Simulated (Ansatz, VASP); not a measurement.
**MgZn4O: VASP beside Ansatz**

```
Mg Zn O
1.0
     4.82419    0.00000    0.00000
    -2.41209    4.17787    0.00000
     0.00000    0.00000    5.03456
Mg Zn O
1 4 1
Direct
  0.33333 0.66667 0.00000
  0.66667 0.33333 0.00000
  0.99751 0.49875 0.50000
  0.50125 0.49875 0.50000
  0.50125 0.00249 0.50000
  0.00000 0.00000 0.00000
```

Change from the starting cell: species swapped into the TmAlNi4 type (P-6m2, No. 187).

Alike in both runs: functional PBE; k mesh 4 × 4 × 4; occupations gaussian, width 0.2 eV; no spin polarisation.

Ansatz relaxed the structure, and its values are those at the end. VASP's run is a single point on that final structure, the one shown.

|  | VASP | Ansatz |
| --- | --- | --- |
| version | VASP 6.6.1 | Ansatz 0.2.0 |
| potentials or method | VASP PAW PBE potentials, release 64 (Mg, Zn, O) | scalar-relativistic, plane waves, PAW |
| plane-wave cutoff (eV) | 520 | 420 |
| valence electrons in the cell | 56 | 64 |

```tsv
	VASP	Ansatz	Ansatz less VASP
gap on the k mesh at the Fermi level (eV)	none	none	-
pressure (GPa)	0.3	0.2	-0.15
rms of the force components (eV/Å)	0.005	0.000	-0.0047
```

A gap of «none» marks a metal or a gap that the smearing closes. The two sets of potentials don't hold the same shells in valence.

Caveats: the k mesh is coarse (spacing up to 0.38 Å⁻¹), so the values aren't converged.
